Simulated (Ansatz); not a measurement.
The system is TiSi2.

```
CELL_PARAMETERS angstrom
0.00000 4.11752 4.26290
2.38951 0.00000 4.26290
2.38951 4.11752 0.00000
ATOMIC_POSITIONS crystal
Ti 0.75000 0.75000 0.75000
Ti 0.50000 0.50000 0.50000
Si 0.41257 0.08743 0.41257
Si 0.08743 0.41257 0.08743
Si 0.16257 0.83743 0.16257
Si 0.83743 0.16257 0.83743
```

The cell is a database's computed one.

Base run:

```yaml
Program: Ansatz 0.2.0
Functional: PBE
Potentials_or_basis: Ansatz PAW
Cutoff: "420 eV (not typed: the program's choice for these potentials)"
k_mesh: 7 × 7 × 7
Occupations: fermi-dirac, width 0.05 eV
Spin: no spin polarisation
```

Its results: band gap on the k mesh none (metal or under the smearing width); pressure 2.1 GPa; largest force 0.020 eV/Å.

After a change of settings the same cell gave: band gap on the k mesh none (metal or under the smearing width); pressure -5.1 GPa; largest force 0.064 eV/Å. Which change was it?
A. occupations from fermi-dirac, width 0.05 eV to gaussian, width 0.011 eV
B. functional from PBE to PBEsol
C. functional from PBE to LDA

C.

LDA binds more tightly than PBE, so the same cell stands under less pressure.

Caveats: the PAW data sets come from PBE, with cores solved anew for the run's functional, which leaves a small shift of forces and pressure (some runs).
